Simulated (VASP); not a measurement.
# KCl (Sylvite) (Fm-3m) in VASP: a series of runs, part 2 of 3

VASP 6.6.1. Earlier steps stand in the parts before.

### Step 3. Dielectric tensor, LDA

This run uses another cell than the first one, of 30.37 Å³/atom, 1.077 times its volume.

Contents of INCAR:

```
SYSTEM = KCl
ALGO = Normal
EDIFF = 1E-8
ENCUT = 600
ISIF = 2
ISMEAR = 0
LASPH = .True.
LCHARG = .False.
LEPSILON = .True.
LREAL = .False.
LWAVE = .False.
NELM = 80
PREC = Accurate
SIGMA = 0.03
```

Contents of KPOINTS:

```
k-points
0
Monkhorst
  12 12 12
  0 0 0
```

Contents of POSCAR:

```
KCl                                     
1.0
   -0.0000000000      3.1197950053      3.1197950053
    3.1197950053      0.0000000000      3.1197950053
    3.1197950053      3.1197950053     -0.0000000000
  K               Cl            
     1     1
Direct
     0.0000000000000000    0.0000000000000000    0.0000000000000000
     0.5000000000000000    0.5000000000000000    0.5000000000000000
```

Potentials or basis: VASP PAW LDA potentials, release 64 (K_sv, Cl).

Run with:

```console
> cat potpaw_LDA.64/K_sv/POTCAR potpaw_LDA.64/Cl/POTCAR > POTCAR
> mpirun -np 1 vasp_std > vasp.out
```

OUTCAR:

```text
SYSTEM = KCl
   EDIFF = 1E-8
   ENCUT = 600
   ISIF = 2
   ISMEAR = 0
   LASPH = .True.
   LEPSILON = .True.
   LREAL = .False.
   NELM = 80
   PREC = Accurate

 ion  position               nearest neighbor table
   1  0.000  0.000  0.000-   2 3.12   2 3.12   2 3.12   2 3.12   2 3.12   2 3.12
   2  0.500  0.500  0.500-   1 3.12   1 3.12   1 3.12   1 3.12   1 3.12   1 3.12

  LATTYP: Found a face centered cubic cell.
 ALAT       =     6.2395900106

  Lattice vectors:

 A1 = (   0.0000000000,   3.1197950053,   3.1197950053)
 A2 = (   3.1197950053,   0.0000000000,   3.1197950053)
 A3 = (   3.1197950053,   3.1197950053,   0.0000000000)

Analysis of symmetry for initial positions (statically):
=====================================================================
 Subroutine PRICEL returns:
 Original cell was already a primitive cell.

 Routine SETGRP: Setting up the symmetry group for a
 face centered cubic supercell.

 Subroutine GETGRP returns: Found 48 space group operations
 (whereof 48 operations were pure point group operations)
 out of a pool of 48 trial point group operations.

The static configuration has the point symmetry O_h .

Analysis of symmetry for dynamics (positions and initial velocities):
=====================================================================
 Subroutine PRICEL returns:
 Original cell was already a primitive cell.

 Routine SETGRP: Setting up the symmetry group for a
 face centered cubic supercell.

 Subroutine GETGRP returns: Found 48 space group operations
 (whereof 48 operations were pure point group operations)
 out of a pool of 48 trial point group operations.

The dynamic configuration has the point symmetry O_h .

 Subroutine INISYM returns: Found 48 space group operations
 (whereof 48 operations are pure point group operations),
[... 538 lines left out ...]
 ------------------------------------------------------
           2.722708     0.000000     0.000000
          -0.000000     2.722708    -0.000000
           0.000000    -0.000000     2.722708
 ------------------------------------------------------

 Free energy of the ion-electron system (eV)
  ---------------------------------------------------
  ---------------------------------------------------
  free energy    TOTEN  =        -0.26279571 eV

  energy without entropy =       -0.26279571

------------------------ aborting loop because EDIFF is reached ----------------------------------------

--------------------------------------- Ionic step        2  -------------------------------------------

------------------------ aborting loop because EDIFF is reached ----------------------------------------

--------------------------------------- Ionic step        3  -------------------------------------------

 Free energy of the ion-electron system (eV)
  ---------------------------------------------------
  ---------------------------------------------------
  free energy    TOTEN  =        -0.26279565 eV

  energy without entropy =       -0.26279565

------------------------ aborting loop because EDIFF is reached ----------------------------------------

 PIEZOELECTRIC TENSOR FIELD DIRECTION 3  (e Angst)
 -----------------------------------------------------------------------------
    -0.00013  0.00000 -0.00000           (  0.00000  0.00000  0.00000)
     0.00000 -0.00013  0.00000           (  0.00000  0.00000  0.00000)
     0.00000 -0.00000 -0.00030           (  0.00000  0.00000  0.00000)

 PIEZOELECTRIC TENSOR FIELD DIRECTION 3  (C/m^2)
 -----------------------------------------------------------------------------
    -0.00004  0.00000 -0.00000
     0.00000 -0.00004  0.00000
     0.00000 -0.00000 -0.00008

 MACROSCOPIC STATIC DIELECTRIC TENSOR (including local field effects in DFT)
 ------------------------------------------------------
           2.424251    -0.000000    -0.000000
          -0.000000     2.424251    -0.000000
          -0.000000    -0.000000     2.424251
 ------------------------------------------------------

 PIEZOELECTRIC TENSOR (including local field effects)  for field in x, y, z        (e  Angst)
          XX          YY          ZZ          XY          YZ          ZX
  --------------------------------------------------------------------------------
  x     0.00000     0.00000     0.00000     0.00000     0.00000     0.00000
  y     0.00000     0.00000     0.00000     0.00000     0.00000     0.00000
  z     0.00000     0.00000     0.00000     0.00000     0.00000     0.00000

 PIEZOELECTRIC TENSOR (including local field effects)  for field in x, y, z        (C/m^2)
          XX          YY          ZZ          XY          YZ          ZX
  --------------------------------------------------------------------------------
  x     0.00000     0.00000     0.00000     0.00000     0.00000     0.00000
  y     0.00000     0.00000     0.00000     0.00000     0.00000     0.00000
  z     0.00000     0.00000     0.00000     0.00000     0.00000     0.00000

 BORN EFFECTIVE CHARGES (including local field effects) (in |e|, cummulative output)
 ---------------------------------------------------------------------------------
 ion    1
    1     1.11983     0.00000     0.00000
    2     0.00000     1.11983     0.00000
    3     0.00000     0.00000     1.11983
 ion    2
    1    -1.11983     0.00000     0.00000
    2     0.00000    -1.11983     0.00000
    3     0.00000     0.00000    -1.11983
```

OSZICAR:

```text
N       E                     dE             d eps       ncg     rms          rms(c)
DAV:   1     0.120664869536E+03    0.12066E+03   -0.78890E+03  4368   0.134E+03
DAV:   2     0.485931719744E+00   -0.12018E+03   -0.11017E+03  5300   0.313E+02
DAV:   3    -0.737995280516E+01   -0.78659E+01   -0.78180E+01  5644   0.707E+01
DAV:   4    -0.767480005437E+01   -0.29485E+00   -0.29450E+00  7872   0.134E+01
[... 11 lines left out ...]
RMM:  10    -0.262795734731E+00   -0.34434E-05   -0.34279E-05 29658   0.818E-03    0.638E-04
RMM:  11    -0.262798683303E+00   -0.29486E-05   -0.11970E-05 30097   0.316E-03    0.346E-04
RMM:  12    -0.262793780355E+00    0.49029E-05   -0.31490E-06 29414   0.156E-03    0.754E-05
RMM:  13    -0.262795592388E+00   -0.18120E-05   -0.11593E-06 29672   0.933E-04    0.419E-05
RMM:  14    -0.262795622109E+00   -0.29720E-07   -0.50112E-07 27655   0.665E-04    0.160E-05
RMM:  15    -0.262795653893E+00   -0.31784E-07   -0.23980E-07 24895   0.560E-04    0.283E-06
```

stdout:

```text
POSCAR found type information on POSCAR K Cl
 POSCAR found :  2 types and       2 ions
 scaLAPACK will be used
 LDA part: xc-table for (Slater(with rela. corr.)+CA(PZ))
 , standard interpolation
 -----------------------------------------------------------------------------
[... 38 lines left out ...]
 dielectric tensor                  component  3 :     0.001    -0.094     2.542
 Linear response to external field, progress :
  Direction:   1
 dielectric tensor                  component  1 :     2.424     0.013    -0.013
 Linear response to external field, progress :
  Direction:   2
 dielectric tensor                  component  2 :     0.013     2.424    -0.013
 Linear response to external field, progress :
  Direction:   3
 dielectric tensor                  component  3 :     0.020    -0.020     2.424
 Born effective charges drift removed
```

Run time: 23 min. Hardware: 1 thread of Intel Xeon 6975P-C (Granite Rapids), shared host; peak memory 1 GiB.

Results:

```
Electronic dielectric tensor (diagonal) : 2.42
Born charges (mean of the diagonal)     : K +1.12; Cl -1.12 e
```

Electronic dielectric tensor:
```
2.42 0.00 0.00
0.00 2.42 0.00
0.00 0.00 2.42
```

Born effective charge tensors (e):
atom 1, K
```
1.12 0.00 0.00
0.00 1.12 0.00
0.00 0.00 1.12
```
atom 2, Cl
```
-1.12  0.00  0.00
 0.00 -1.12  0.00
 0.00  0.00 -1.12
```

### Step 4. Phonons, LDA, target pressure 1.5 GPa, at which the enthalpy is minimised

Contents of POSCAR:

```
KCl
1.0
    0.0000000000      3.0435491208      3.0435491208
    3.0435491208      0.0000000000      3.0435491208
    3.0435491208      3.0435491208      0.0000000000
  K               Cl
     1     1
Direct
     0.0000000000000000    0.0000000000000000    0.0000000000000000
     0.5000000000000000    0.5000000000000000    0.5000000000000000
```

Contents of INCAR.step1:

```
SYSTEM = KCl
ALGO = Normal
EDIFF = 1E-8
EDIFFG = -0.002
ENCUT = 600
IBRION = 2
ISIF = 3
ISMEAR = 0
LASPH = .True.
LCHARG = .False.
LREAL = .False.
LWAVE = .False.
NELM = 80
NSW = 40
PREC = Accurate
PSTRESS = 15.0
SIGMA = 0.03
```

Contents of INCAR.step2:

```
SYSTEM = KCl
ALGO = Normal
EDIFF = 1E-8
ENCUT = 600
IBRION = 6
ISIF = 2
ISMEAR = 0
LASPH = .True.
LCHARG = .False.
LREAL = .False.
LWAVE = .False.
NELM = 80
NFREE = 2
NSW = 1
POTIM = 0.015
PREC = Accurate
PSTRESS = 15.0
SIGMA = 0.03
```

Contents of KPOINTS:

```
k-points
0
Gamma
  8 8 8
  0 0 0
```

Potentials or basis: VASP PAW LDA potentials, release 64 (K_sv, Cl).

Run with:

```console
> cat potpaw_LDA.64/K_sv/POTCAR potpaw_LDA.64/Cl/POTCAR > POTCAR
> cp INCAR.step1 INCAR
> mpirun -np 1 vasp_std > vasp.out
> cp CONTCAR POSCAR
> cp INCAR.step2 INCAR
> mpirun -np 1 vasp_std > vasp.out
```

OUTCAR:

```text
SYSTEM = KCl
   EDIFF = 1E-8
   ENCUT = 600
   IBRION = 6
   ISIF = 2
   ISMEAR = 0
   LASPH = .True.
   LREAL = .False.
   NELM = 80
   NFREE = 2
   NSW = 1
   POTIM = 0.015
   PREC = Accurate
   PSTRESS = 15.0

 ion  position               nearest neighbor table
   1  0.000  0.000  0.000-   2 2.99   2 2.99   2 2.99   2 2.99   2 2.99   2 2.99
   2  0.500  0.500  0.500-   1 2.99   1 2.99   1 2.99   1 2.99   1 2.99   1 2.99

  LATTYP: Found a face centered cubic cell.
 ALAT       =     5.9784743187

  Lattice vectors:

 A1 = (   0.0000000000,   2.9892371593,   2.9892371593)
 A2 = (   2.9892371593,   0.0000000000,   2.9892371593)
 A3 = (   2.9892371593,   2.9892371593,   0.0000000000)

Analysis of symmetry for initial positions (statically):
=====================================================================
 Subroutine PRICEL returns:
 Original cell was already a primitive cell.

 Routine SETGRP: Setting up the symmetry group for a
 face centered cubic supercell.

 Subroutine GETGRP returns: Found 48 space group operations
 (whereof 48 operations were pure point group operations)
 out of a pool of 48 trial point group operations.

The static configuration has the point symmetry O_h .

Analysis of symmetry for dynamics (positions and initial velocities):
=====================================================================
 Subroutine PRICEL returns:
 Original cell was already a primitive cell.

 Routine SETGRP: Setting up the symmetry group for a
 face centered cubic supercell.

[... 322 lines left out ...]
 fundamental gap:      5.3050441616
 Fermi energy:        -1.1669515549

 k-point     1 :       0.0000    0.0000    0.0000
  band No.  band energies     occupation
      1     -27.8923      2.00000
      2     -13.6117      2.00000
      3     -11.5923      2.00000
      4     -11.5923      2.00000
      5     -11.5923      2.00000
      6      -1.3815      2.00000
      7      -1.3815      2.00000
      8      -1.3815      2.00000
      9       3.9236      0.00000
     10       6.7244      0.00000
     11       6.7245      0.00000
     12       6.7245      0.00000
[... 331 lines left out ...]
 k-point    24 :      -0.3750    0.2500    0.1250
  band No.  band energies     occupation
      1     -27.8622      2.00000
      2     -13.7672      2.00000
      3     -11.6996      2.00000
      4     -11.6560      2.00000
      5     -11.3649      2.00000
      6      -2.5146      2.00000
      7      -1.9247      2.00000
      8      -1.8613      2.00000
      9       6.4240      0.00000
     10       6.9696      0.00000
     11       9.0923      0.00000
     12       9.1000      0.00000

 [... further k-points ...]

------------------------ aborting loop because EDIFF is reached ----------------------------------------

  FORCE on cell =-STRESS in cart. coord.  units (eV):
  Direction    XX          YY          ZZ          XY          YZ          ZX
  --------------------------------------------------------------------------------------
  -------------------------------------------------------------------------------------
  Total        0.5031395      0.4994801      0.4994801      0.0000000     -0.0000000      0.0000000
  in kB       15.0899530     14.9802026     14.9802026      0.0000000     -0.0000000      0.0000000
  external PRESSURE =       0.0167861 kB  Pullay stress =      15.0000000 kB
[... 21 lines left out ...]
  energy  without entropy=       -7.3946269885  energy(sigma->0) =       -7.39462699

  enthalpy is  TOTEN    =        -6.8944867586 eV   P V=        0.5001402299

 INTERNAL STRAIN TENSORS FROM DISPLACED ATOMS
 ============================================

 INTERNAL STRAIN TENSOR FOR ION    1 for displacements in x,y,z  (eV/Angst):
          X           Y           Z          XY          YZ          ZX
  --------------------------------------------------------------------------------
  x     0.00000     0.00000     0.00000     0.00000     0.00000     0.00000
  y     0.00000     0.00000     0.00000     0.00000     0.00000     0.00000
  z     0.00000     0.00000     0.00000     0.00000     0.00000     0.00000

 INTERNAL STRAIN TENSOR FOR ION    2 for displacements in x,y,z  (eV/Angst):
          X           Y           Z          XY          YZ          ZX
  --------------------------------------------------------------------------------
  x     0.00000     0.00000     0.00000     0.00000     0.00000     0.00000
  y     0.00000     0.00000     0.00000     0.00000     0.00000     0.00000
  z     0.00000     0.00000     0.00000     0.00000     0.00000     0.00000

 Eigenvectors and eigenvalues of the dynamical matrix
 ----------------------------------------------------

   1 f  =    5.455534 THz    34.278132 2PiTHz  181.977033 cm-1    22.562266 meV
             X         Y         Z           dx          dy          dz
      0.000000  0.000000  0.000000     0.689850    0.000000    0.000000
      2.989237  2.989237  2.989237    -0.723952   -0.000000    0.000000
[... 21 lines left out ...]
   6 f/i=    0.001857 THz     0.011668 2PiTHz    0.061941 cm-1     0.007680 meV
             X         Y         Z           dx          dy          dz
      0.000000  0.000000  0.000000    -0.187552   -0.662929   -0.222388
      2.989237  2.989237  2.989237    -0.178717   -0.631702   -0.211912

 ELASTIC MODULI CONTR FROM IONIC RELAXATION (kBar)
 Direction    XX          YY          ZZ          XY          YZ          ZX
 --------------------------------------------------------------------------------
 XX           0.0000      0.0000      0.0000      0.0000      0.0000      0.0000
 YY           0.0000      0.0000      0.0000      0.0000      0.0000      0.0000
 ZZ           0.0000      0.0000      0.0000      0.0000      0.0000      0.0000
 XY           0.0000      0.0000      0.0000      0.0000      0.0000      0.0000
 YZ           0.0000      0.0000      0.0000      0.0000      0.0000      0.0000
 ZX           0.0000      0.0000      0.0000      0.0000      0.0000      0.0000
 --------------------------------------------------------------------------------
```

OSZICAR.step1:

```text
N       E                     dE             d eps       ncg     rms          rms(c)
DAV:   1     0.119901726018E+03    0.11990E+03   -0.80208E+03   696   0.137E+03
DAV:   2    -0.683865317844E-01   -0.11997E+03   -0.11046E+03   836   0.317E+02
DAV:   3    -0.739968302115E+01   -0.73313E+01   -0.72921E+01   888   0.703E+01
[... 45 lines left out ...]
DAV:   2    -0.739499335507E+01    0.10621E-04   -0.27104E-05   844   0.505E-02    0.877E-03
DAV:   3    -0.739499110760E+01    0.22475E-05   -0.70227E-06  1192   0.247E-02    0.714E-03
DAV:   4    -0.739499113311E+01   -0.25512E-07   -0.31547E-07  1200   0.331E-03    0.345E-03
DAV:   5    -0.739499116450E+01   -0.31382E-07   -0.20703E-07  1188   0.232E-03    0.510E-04
DAV:   6    -0.739499116155E+01    0.29436E-08   -0.54550E-09   564   0.832E-04
   5 F= -.68948509E+01 E0= -.68948509E+01  d E =-.109330E-05
```

Wall time 99 s (1 thread of Intel Xeon 6975P-C (Granite Rapids), shared host); peak memory 0.22 GiB.

What came out:

```
Relaxed volume                                          : 26.71 Å³/atom
Relaxed cell                                            : a = 4.227 Å, b = 4.227 Å, c = 4.227 Å, α = 60.00°, β = 60.00°, γ = 60.00°
Space group after relaxing (to 0.05 Å)                  : Fm-3m (No. 225)
Highest phonon frequency at Γ, LO-TO splitting left out : 182 cm⁻¹
```

The path:
| step | energy change (eV) | largest force (eV/Å) | pressure (GPa) | volume (Å³) |
| --- | --- | --- | --- | --- |
| 1 | 0.0000 | 0.0000 | 0.00 | 56.39 |
| 2 | 0.0066 | 0.0000 | 1.03 | 54.26 |
| 3 | 0.0128 | 0.0000 | 1.48 | 53.46 |
| 4 | 0.0134 | 0.0000 | 1.51 | 53.40 |
| 5 | 0.0132 | 0.0000 | 1.50 | 53.42 |

Final structure:
```yaml
crystal:
  lattice:
    - [0.00000, 2.98924, 2.98924]
    - [2.98924, 0.00000, 2.98924]
    - [2.98924, 2.98924, 0.00000]
  atoms:
    - { symbol: K, position: [0.00000, 0.00000, 0.00000] }
    - { symbol: Cl, position: [0.50000, 0.50000, 0.50000] }
```

Phonon frequencies in cm⁻¹ (negative: imaginary):
```tsv
q point	frequencies
(0.000, 0.000, 0.000)	0 0 0 182 182 182
```

(Part 2 of 3 ends here.)
